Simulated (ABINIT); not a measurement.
The system is P.

```
P
1.0
     1.64774   -5.46504    0.00000
     1.64774    5.46504    0.00000
     0.00000    0.00000    4.54364
P
4
Direct
  0.90414 0.09586 0.58882
  0.09586 0.90414 0.41118
  0.59586 0.40414 0.08882
  0.40414 0.59586 0.91118
```

Base run:

```yaml
Program: ABINIT 10.8.3 (patched build)
Functional: LDA-PZ
Potentials_or_basis: JTH PAW LDA v2.0
Cutoff: 544 eV
k_mesh: 8 × 8 × 6
Occupations: fermi-dirac, width 0.05 eV
Spin: no spin polarisation
```

Its results: band gap on the k mesh 0.03 eV, direct; pressure -2.1 GPa; largest force 0.210 eV/Å.

Task: The run is repeated on the same cell with these changes: functional from LDA-PZ to rPW86PBE; potentials or basis from JTH PAW LDA v2.0 to JTH PAW PBE v2.0. What comes out?

Result: Band gap on the k mesh 0.16 eV, direct; pressure 4.6 GPa; largest force 0.424 eV/Å.

Caveats: the PAW data sets were made with another functional, which shifts forces and pressure a little (some runs).
